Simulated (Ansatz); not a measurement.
# HfO2 (Pca2_1) in Ansatz: a series of runs

One crystal, HfO2, is run at these levels: PBE; tasks: single point.

Everything below comes from runs of Ansatz 0.2.0. Logs are shortened: lines on timing, memory, paths and dates and some standing lists are left out, and cuts for length are marked.

### 1 Starting point

Symmetry: Pca2_1, No. 29, orthorhombic system. The conventional cell has a = 5.219 Å, b = 5.005 Å, c = 5.033 Å, α = 90.00°, β = 90.00°, γ = 90.00°. Hf (site symmetry 1) has 7 O at 2.02 to 2.23 Å as nearest neighbours. Around O (site symmetry 1) lie 3 Hf at 2.02 to 2.13 Å. O (site symmetry 1) has 4 Hf at 2.11 to 2.23 Å as nearest neighbours.

Measurements of this composition are mostly on another form, of space group No. 14.

### 2 Single point, PBE

input.yaml

```yaml
crystal:
  lattice:
    - [5.21946336, 0.0, 0.0]
    - [0.0, 5.00476369, 0.0]
    - [0.0, 0.0, 5.03268505]
  atoms:
    - { symbol: Hf, position: [0.966994, 0.73252082, 0.74144035] }
    - { symbol: Hf, position: [0.533006, 0.73252082, 0.24144035] }
    - { symbol: Hf, position: [0.466994, 0.26747918, 0.74144035] }
    - { symbol: Hf, position: [0.033006, 0.26747918, 0.24144035] }
    - { symbol: O, position: [0.63212745, 0.9286454, 0.87926726] }
    - { symbol: O, position: [0.86787255, 0.9286454, 0.37926726] }
    - { symbol: O, position: [0.23394852, 0.53988305, 0.49229239] }
    - { symbol: O, position: [0.26605148, 0.53988305, 0.99229239] }
    - { symbol: O, position: [0.76605148, 0.46011695, 0.99229239] }
    - { symbol: O, position: [0.73394852, 0.46011695, 0.49229239] }
    - { symbol: O, position: [0.13212745, 0.0713546, 0.87926726] }
    - { symbol: O, position: [0.36787255, 0.0713546, 0.37926726] }
hamiltonian:
  xc: pbe
  pseudopotentials: { kind: paw, source: ansatz }
kpoints:
  mp_grid: { grid: [5, 6, 5] }
scf:
  occupations: { method: fermi_dirac, width: 0.05 }
output:
  forces: true
  stress: true
  eigenvalues: true
  write_density: true
  write_potential: true
  elf: true
  volumetric_format: npy
```

Potentials or basis: Ansatz PAW earlier set.

Command:

```
> ansatz run input.yaml --threads 4 --pin off --max-ram 11264MiB --backend cpu --events-out ev --progress --plain --runs-dir out
```

What it wrote:

```text
Warning: RAYON_NUM_THREADS=4 ignored (pool sized by the plan → 4); use --threads N
Engine: ansatz 0.2.0, aarch64-unknown-linux-gnu
Pseudopotentials: kind: paw
Pseudopotential: Hf, paw, valence charge 26, recommended cutoff 520 eV (normal), Hf.paw.azcp
Pseudopotential: O, paw, valence charge 6, recommended cutoff 930 eV (normal), O.paw.azcp
Functional definition: PBE
  parameter kappa = 0.804
  parameter beta = 0.06672455060314922
  exchange = pbe_x(kappa = kappa, mu = beta*pi^2/3)
  correlation = pbe_c(beta = beta)
Crystal: 12 atoms, lattice volume = 131.465 Å³
Basis set: ecut = 930 eV, 8429 PW (Γ), exchange–correlation on 120×120×120 points (8 copies of the dense FFT grid, shifted against one another)
Bands: 92, of which v1, the nominal top of the filled ones, is band 76 counted from 1 (75 counted from 0)
Symmetry: 4 space group operations
Space group: Pca21 (ITA 29), of the structure as read, at distance tolerance 5.1e-5 Å
k-points: 36 of 150 (time reversal used)
Non-local potential: Hf, projectors of the file, l = 0: 3, l = 1: 3, l = 2: 2, l = 3: 3
Non-local potential: O, projectors of the file, l = 0: 2, l = 1: 2, l = 2: 1
PAW form: soft (Blöchl's): semilocal exchange-correlation on the pseudo side does not see the compensation charge
PAW one-centre angular grid: Hf, 590 points (default); XC on 96 Gauss nodes
PAW one-centre angular grid: O, 110 points (default); XC on 64 Gauss nodes
Initial density: superposition of atomic densities (chi_scale 0.1, normalization cell, long waves kept (reshape's long-wave potential 0.01 eV rms))
Initial wavefunctions: pseudopotential atomic-orbital guess
Functional: x = pbe(κ = 0.804, μ = 0.2195149727645171), c = pbe(β = 0.06672455060314922)
SCF iter   1: F=—  HF=-67513.670775 eV  |F-HF|=—  |Δ(HF+E_count)|=         —  Δρ=9.01e-2  dr2=8.16e0  ethr=3.10e-3  ⟨swp⟩=6.0  Hψ=10295  notcnv=0  defer=15
preconditioner: auto → Resta (q_TF=auto, 2.795 Å⁻¹)  ε∞=5.1  [insulator: Δε(μ)=3.671 eV  Ē_g=19.296 eV  σ=0.050 eV  W_gap=1.00  n_scr=52 (ndim 8)  ℏωp=38.9 eV  f_vac=0.000  D(μ)=0.00/eV (n_scr^D=0)  ε∞_Penn≈5.1]
SCF iter   2: F=—  HF=-67511.536994 eV  |F-HF|=—  |Δ(HF+E_count)|=    2.13e0  Δρ=4.10e-2  dr2=1.91e0  ethr=3.10e-3  ⟨swp⟩=3.0  Hψ=6975  notcnv=0  defer=341
SCF iter   3: F=—  HF=-67510.974490 eV  |F-HF|=—  |Δ(HF+E_count)|=   5.63e-1  Δρ=2.24e-2  dr2=5.97e-1  ethr=1.26e-3  ⟨swp⟩=2.0  Hψ=5103  notcnv=0  defer=341
SCF iter   4: F=—  HF=-67510.835585 eV  |F-HF|=—  |Δ(HF+E_count)|=   1.39e-1  Δρ=6.93e-3  dr2=3.98e-2  ethr=3.93e-4  ⟨swp⟩=3.0  Hψ=6178  notcnv=0  defer=341
SCF iter   5: F=—  HF=-67510.867128 eV  |F-HF|=—  |Δ(HF+E_count)|=   3.15e-2  Δρ=4.95e-3  dr2=2.26e-2  ethr=2.62e-5  ⟨swp⟩=2.0  Hψ=5477  notcnv=0  defer=346
SCF iter   6: F=—  HF=-67510.861938 eV  |F-HF|=—  |Δ(HF+E_count)|=   5.19e-3  Δρ=1.18e-3  dr2=1.06e-3  ethr=1.48e-5  ⟨swp⟩=2.0  Hψ=5125  notcnv=0  defer=346
SCF iter   7: F=—  HF=-67510.863114 eV  |F-HF|=—  |Δ(HF+E_count)|=   1.18e-3  Δρ=5.08e-4  dr2=2.36e-4  ethr=6.95e-7  ⟨swp⟩=2.0  Hψ=5273  notcnv=0  defer=345
SCF iter   8: F=—  HF=-67510.863259 eV  |F-HF|=—  |Δ(HF+E_count)|=   1.45e-4  Δρ=2.09e-4  dr2=4.23e-5  ethr=1.55e-7  ⟨swp⟩=2.0  Hψ=5700  notcnv=0  defer=345
SCF iter   9: F=—  HF=-67510.862725 eV  |F-HF|=—  |Δ(HF+E_count)|=   5.34e-4  Δρ=5.91e-5  dr2=3.65e-6  ethr=2.79e-8  ⟨swp⟩=2.0  Hψ=5373  notcnv=0  defer=345
SCF iter  10: F=—  HF=-67510.862727 eV  |F-HF|=—  |Δ(HF+E_count)|=   2.09e-6  Δρ=1.21e-5  dr2=1.41e-7  ethr=2.40e-9  ⟨swp⟩=2.0  Hψ=5700  notcnv=0  defer=345
SCF iter  11: F=-67510.862727 eV  HF=-67510.862727 eV  |F-HF|=1.85e-9  |Δ(HF+E_count)|=   1.90e-7  Δρ=2.45e-6  dr2=7.15e-9  ethr=6.58e-11  ⟨swp⟩=18.0  Hψ=26632  notcnv=0
SCF 1 converged in 11 iterations: F = -67510.862727 eV  dr2 = 7.15e-9
SCF converged after 11 iterations
Free energy (F): -67510.862727 eV
Harris-Foulkes:  -67510.862727 eV  (|F-HF|=1.85e-9)
Internal energy: -67510.862727 eV  (E = F + TS)
E sigma→0 (E₀):  -67510.862727 eV
Fermi energy:    16.410689 eV
--- Per-component energies (eV) ---
  E_band       = 19.295410
  E_kinetic    = 3687.240012
  E_local      = -38792.613773  (includes V_loc(G=0)·N_el)
  E_nonlocal   = 10441.103378
  E_hartree    = 13010.841971
  E_xc         = -2970.562505
  E_vxc        = -1982.501628  (∫ρ·V_xc dr)
  E_paw        = -30337.277557  (= ΣΔE_a)
  E_vpaw       = 644.386229  (= ΣTr[D̂ρ^β])
  E_aug_tail   = -0.000017  (compensation charges beyond the density's cutoff)
  E_ewald      = -22549.594236
  E_smearing   = -0.000000  (= −TS)
  E_closure    = 0.000000  (closes the sum)
  Σ components = -67510.862727   (vs F -67510.862727, Δ=0.00e0)
--- Forces (eV/Å), atoms counted from 1 ---
  atom   1  Hf     0.05521126    -0.02746881     0.09251020
  atom   2  Hf    -0.05521126    -0.02746881     0.09251020
  atom   3  Hf     0.05521126     0.02746881     0.09251020
  atom   4  Hf    -0.05521126     0.02746881     0.09251020
  atom   5  O     -0.03053330    -0.03521694    -0.01115835
  atom   6  O      0.03053330    -0.03521694    -0.01115835
  atom   7  O      0.03404425     0.07868178    -0.08139526
  atom   8  O     -0.03404425     0.07868178    -0.08139526
  atom   9  O     -0.03404425    -0.07868178    -0.08139526
  atom  10  O      0.03404425    -0.07868178    -0.08139526
  atom  11  O     -0.03053330     0.03521694    -0.01115835
  atom  12  O      0.03053330     0.03521694    -0.01115835
  max |Σ_I F_I| component: 1.74e-4 eV/Å
--- Stress (GPa, compression-positive) ---
        9.896701       0.000000       0.000000
        0.000000      10.000352       0.000000
        0.000000       0.000000       9.580747
  P = ⅓ Tr σ = 9.8259 GPa (98.259 kbar)
--- Band table (eV; the first three rows and the last of 36) ---
  k-point 0: bands = ["-46.1263", "-46.1052", "-46.1049", "-46.1030", "-15.2163", "-15.1914", "-15.1870", "-14.9097", "-14.8654", "-14.8466", "-14.8320", "-14.8215", "-14.8143", "-14.7045", "-14.6923", "-14.6911", "-4.0791", "-2.6642", "-2.4543", "-2.4497", "-1.9191", "-1.8237", "-1.7810", "-1.6804", "3.9986", "4.0035", "4.0073", "4.0096", "4.0125", "4.0144", "4.0173", "4.0174", "4.0184", "4.0225", "4.0239", "4.0269", "4.0304", "4.0322", "4.0365", "4.0367", "4.0403", "4.0412", "4.0430", "4.0482", "4.0557", "4.0578", "4.0585", "4.0626", "4.0801", "4.0956", "4.0977", "4.1730", "8.5789", "8.6806", "8.8097", "9.4760", "9.6387", "9.6970", "11.0301", "11.1064", "11.1124", "11.1364", "11.6417", "11.8978", "12.0867", "12.2150", "12.3305", "12.5463", "12.7441", "12.9348", "13.0690", "13.2523", "13.5158", "14.0322", "14.1468", "14.1955", "19.1908", "19.4500", "19.5569", "19.9894", "20.1035", "20.2308", "20.2347", "20.3841", "20.6384", "21.0838", "21.6677", "21.6933", "21.9159", "21.9219", "22.7212", "22.7635"]
  k-point 1: bands = ["-46.1240", "-46.1052", "-46.1051", "-46.1049", "-15.1765", "-15.1678", "-15.1605", "-14.9504", "-14.8632", "-14.8573", "-14.8508", "-14.8234", "-14.7890", "-14.7312", "-14.7158", "-14.7025", "-3.9044", "-2.6388", "-2.5014", "-2.4701", "-2.0147", "-1.8182", "-1.7813", "-1.7317", "3.9963", "4.0031", "4.0058", "4.0090", "4.0102", "4.0147", "4.0167", "4.0193", "4.0201", "4.0227", "4.0247", "4.0266", "4.0294", "4.0314", "4.0354", "4.0364", "4.0406", "4.0443", "4.0474", "4.0505", "4.0568", "4.0571", "4.0578", "4.0601", "4.0783", "4.0954", "4.0978", "4.1610", "8.7179", "8.7784", "9.0226", "9.5367", "9.7699", "10.0389", "10.6904", "10.7715", "11.0365", "11.2116", "11.3854", "11.9490", "11.9971", "12.1159", "12.2519", "12.7507", "12.7549", "12.9588", "13.1424", "13.1533", "13.2849", "13.9692", "14.0764", "14.0967", "19.0652", "19.4453", "19.4732", "19.9358", "20.0821", "20.2605", "20.3193", "20.4555", "20.9705", "21.3269", "21.7334", "21.7842", "21.8814", "22.0320", "22.6660", "22.9265"]
  k-point 2: bands = ["-46.1182", "-46.1110", "-46.1051", "-46.1050", "-15.1133", "-15.0840", "-15.0789", "-15.0339", "-14.9356", "-14.8947", "-14.8408", "-14.8376", "-14.7681", "-14.7552", "-14.7431", "-14.7294", "-3.4428", "-2.8728", "-2.5781", "-2.5144", "-2.0096", "-1.8643", "-1.8038", "-1.7883", "3.9946", "3.9973", "4.0074", "4.0076", "4.0080", "4.0112", "4.0142", "4.0163", "4.0250", "4.0265", "4.0273", "4.0293", "4.0295", "4.0344", "4.0358", "4.0380", "4.0428", "4.0440", "4.0460", "4.0479", "4.0532", "4.0544", "4.0637", "4.0642", "4.0823", "4.0897", "4.1062", "4.1316", "8.8452", "9.1612", "9.5688", "9.8392", "10.1125", "10.2335", "10.3119", "10.3784", "10.6284", "11.2650", "11.2896", "11.5155", "11.9272", "12.1233", "12.2918", "12.3052", "12.3110", "12.7385", "13.2266", "13.2707", "13.7289", "13.9244", "13.9599", "13.9622", "18.8741", "19.0530", "19.4948", "19.6646", "20.3327", "20.3663", "20.3887", "20.4922", "21.6790", "21.7548", "21.7658", "21.8059", "22.1646", "22.2219", "22.7478", "23.2944"]
  k-point 35: bands = ["-46.1123", "-46.1105", "-46.1086", "-46.1079", "-15.1940", "-15.1861", "-15.1646", "-15.1578", "-14.8083", "-14.7950", "-14.7753", "-14.7677", "-14.7490", "-14.7463", "-14.7365", "-14.7254", "-3.0607", "-2.9287", "-2.8541", "-2.8216", "-1.8799", "-1.8124", "-1.8103", "-1.7440", "3.9998", "4.0018", "4.0036", "4.0037", "4.0131", "4.0132", "4.0169", "4.0177", "4.0213", "4.0260", "4.0271", "4.0288", "4.0321", "4.0324", "4.0366", "4.0381", "4.0444", "4.0462", "4.0463", "4.0486", "4.0578", "4.0597", "4.0600", "4.0610", "4.0853", "4.0854", "4.0900", "4.0939", "9.5469", "9.7543", "9.8687", "9.9580", "10.1111", "10.1254", "10.2301", "10.4867", "11.0719", "11.2192", "11.4484", "11.4911", "11.9609", "11.9904", "12.0870", "12.3192", "12.6112", "12.6768", "12.7336", "12.8981", "13.1521", "13.3769", "13.4494", "13.6060", "18.7273", "18.9054", "19.0112", "19.2581", "19.9864", "20.0876", "20.3577", "20.4574", "21.0408", "21.3482", "21.3562", "21.6811", "22.7771", "22.9754", "23.0347", "23.3117"]
```

It took 67 s on 4 threads of Arm Neoverse V1, shared host; peak memory 1.6 GiB.

Results:

| Property | Result |
| --- | --- |
| Free energy | -67510.8627 eV |
| Pressure | 9.8 GPa |
| Largest force | 0.118 eV/Å |
| Band gap on the k mesh | 4.48 eV, indirect (least direct gap 4.68 eV) |

Forces on the atoms (eV/Å):
```
Hf   0.055 -0.027  0.093
Hf  -0.055 -0.027  0.093
Hf   0.055  0.027  0.093
Hf  -0.055  0.027  0.093
O   -0.031 -0.035 -0.011
O    0.031 -0.035 -0.011
O    0.034  0.079 -0.081
O   -0.034  0.079 -0.081
O   -0.034 -0.079 -0.081
O    0.034 -0.079 -0.081
O   -0.031  0.035 -0.011
O    0.031  0.035 -0.011
```

Stress tensor (GPa, compression positive):
```
 9.90  0.00  0.00
 0.00 10.00  0.00
 0.00  0.00  9.58
```

Caveat: odd divisions of the mesh miss points on the zone boundary, where band edges often lie, so the gap on the mesh can be too wide; spin-orbit coupling is left out, which moves the levels of the heavy elements.

### 3 Single point, PBE

input.yaml, as its differences from that of step 2:

```diff
@@ -20,3 +20,3 @@
   xc: pbe
-  pseudopotentials: { kind: paw, source: ansatz }
+  pseudopotentials: { kind: nc }
 kpoints:
@@ -29,5 +29 @@
   eigenvalues: true
-  write_density: true
-  write_potential: true
-  elf: true
-  volumetric_format: npy
```

Potentials or basis: Ansatz NC.

Command:

```
> ansatz run input.yaml --threads 4 --pin off --max-ram 11264MiB --backend cpu --events-out ev --progress --plain --runs-dir out
```

It took 64 s on 4 threads of Arm Neoverse V1, shared host; peak memory 1.9 GiB.

It converged, with:

- Free energy: -32694.7692 eV
- Pressure: 9.7 GPa
- Largest force: 0.118 eV/Å
- Band gap on the k mesh: 4.48 eV, indirect (least direct gap 4.68 eV)

Forces on the atoms (eV/Å):
```
Hf   0.060 -0.035  0.094
Hf  -0.060 -0.035  0.094
Hf   0.060  0.035  0.094
Hf  -0.060  0.035  0.094
O   -0.030 -0.039 -0.009
O    0.030 -0.039 -0.009
O    0.034  0.076 -0.084
O   -0.034  0.076 -0.084
O   -0.034 -0.076 -0.084
O    0.034 -0.076 -0.084
O   -0.030  0.039 -0.009
O    0.030  0.039 -0.009
```

Stress tensor (GPa, compression positive):
```
9.79 0.00 0.00
0.00 9.90 0.00
0.00 0.00 9.47
```

Levels at points of the mesh, in eV from the valence-band top:
```tsv
k point	band 72	band 73	band 74	band 75	band 76	band 77	band 78	band 79	band 80	band 81
(0.00, 0.00, 0.00)	-0.94	-0.68	-0.16	-0.05	0.00	5.00	5.26	5.36	5.79	5.91
(0.00, -0.50, 0.00)	-0.80	-0.79	-0.38	-0.18	-0.11	4.57	4.95	5.02	5.66	5.66
```

Caveat: odd divisions of the mesh miss points on the zone boundary, where band edges often lie, so the gap on the mesh can be too wide; spin-orbit coupling is left out, which moves the levels of the heavy elements.
